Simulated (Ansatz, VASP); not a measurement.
SnO2 in VASP and in Ansatz

File POSCAR:

```
SnO2
1.0
    4.7648180450      0.0000000000      0.0000000000
    0.0000000000      4.7648180450      0.0000000000
    0.0000000000      0.0000000000      3.2074997700
Sn O
2 4
Direct
    0.5000000000      0.5000000000      0.5000000000
    0.0000000000      0.0000000000      0.0000000000
    0.1940277000      0.8059723000      0.5000000000
    0.8059723000      0.1940277000      0.5000000000
    0.3059723000      0.3059723000      0.0000000000
    0.6940277000      0.6940277000      0.0000000000
```

Contents of INCAR.step1:

```
SYSTEM = SnO2
PREC     = Accurate       ! precision mode
ENCUT    = 520            ! plane-wave cutoff, eV
ISMEAR   = 0              ! smearing method
SIGMA    = 0.1            ! smearing width, eV
LREAL    = .False.        ! projectors in reciprocal space
LASPH    = .True.         ! aspherical terms in the spheres
NELM     = 60             ! most SCF steps
NBANDS   = 35             ! bands
GGA      = PE             ! functional
ALGO     = Normal         ! electronic algorithm
EDIFF    = 1E-4           ! SCF threshold, eV
LWAVE    = .True.         ! write WAVECAR
LCHARG   = .False.        ! write CHGCAR
```

File INCAR.step2:

```
SYSTEM = SnO2
PREC     = Accurate       ! precision mode
ENCUT    = 520            ! plane-wave cutoff, eV
EDIFF    = 1E-7           ! SCF threshold, eV
ISMEAR   = 0              ! smearing method
SIGMA    = 0.1            ! smearing width, eV
LREAL    = .False.        ! projectors in reciprocal space
LASPH    = .True.         ! aspherical terms in the spheres
NELM     = 60             ! most SCF steps
ALGO     = Normal         ! electronic algorithm
ISIF     = 2              ! what is computed and relaxed
LWAVE    = .False.        ! write WAVECAR
LCHARG   = .True.         ! write CHGCAR
METAGGA  = R2SCAN         ! meta-GGA
LMIXTAU  = .True.       
LELF     = .True.         ! ELF
LVHAR    = .True.       
NBANDS   = 35             ! bands
ISTART   = 1
```

Contents of KPOINTS:

```
regular mesh
0
Gamma
  4 4 6
  0 0 0
```

Input for Ansatz:

```yaml
crystal:
  lattice:
    - [4.764818045, 0.0, 0.0]
    - [0.0, 4.764818045, 0.0]
    - [0.0, 0.0, 3.20749977]
  atoms:
    - { symbol: Sn, position: [0.5, 0.5, 0.5] }
    - { symbol: Sn, position: [0.0, 0.0, 0.0] }
    - { symbol: O, position: [0.1940277, 0.8059723, 0.5] }
    - { symbol: O, position: [0.8059723, 0.1940277, 0.5] }
    - { symbol: O, position: [0.3059723, 0.3059723, 0.0] }
    - { symbol: O, position: [0.6940277, 0.6940277, 0.0] }
basis:
  ecutwfc: 500
kpoints:
  mp_grid: { grid: [4, 4, 6] }
hamiltonian:
  xc: r2scan
scf:
  occupations: { method: gaussian, width: 0.1 }
output:
  forces: true
  stress: true
  eigenvalues: true
```

The cell is a database's computed one.

Alike in both runs: task single point; functional r2SCAN; k mesh 4 × 4 × 6; occupations gaussian, width 0.1 eV; no spin polarisation.

```csv
,VASP,Ansatz
version,VASP 6.6.1,Ansatz 0.2.0
potentials or method,"VASP PAW PBE potentials, release 64 (Sn_d, O)","scalar-relativistic, plane waves, PAW"
plane-wave cutoff (eV),520,500
valence electrons in the cell,52,52
```

```csv
,VASP,Ansatz,Ansatz less VASP
gap on the k mesh at the Fermi level (eV),1.74,1.72,-0.026
least direct gap on the mesh (eV),1.74,1.72,-0.026
pressure (GPa),0.1,-0.9,-1.08
largest component of the traceless stress (GPa),0.01,0.33,+0.320
rms of the force components (eV/Å),0.009,0.004,-0.0049
```

Atom by atom the forces differ by 0.013 eV/Å (rms over components).

Caveats: the PAW data sets were made with another functional, which shifts forces and pressure a little (VASP); spin-orbit coupling is left out, which moves the levels of the heavy elements. r2SCAN opens gaps a little over a GGA but as a rule still falls short of measured ones.
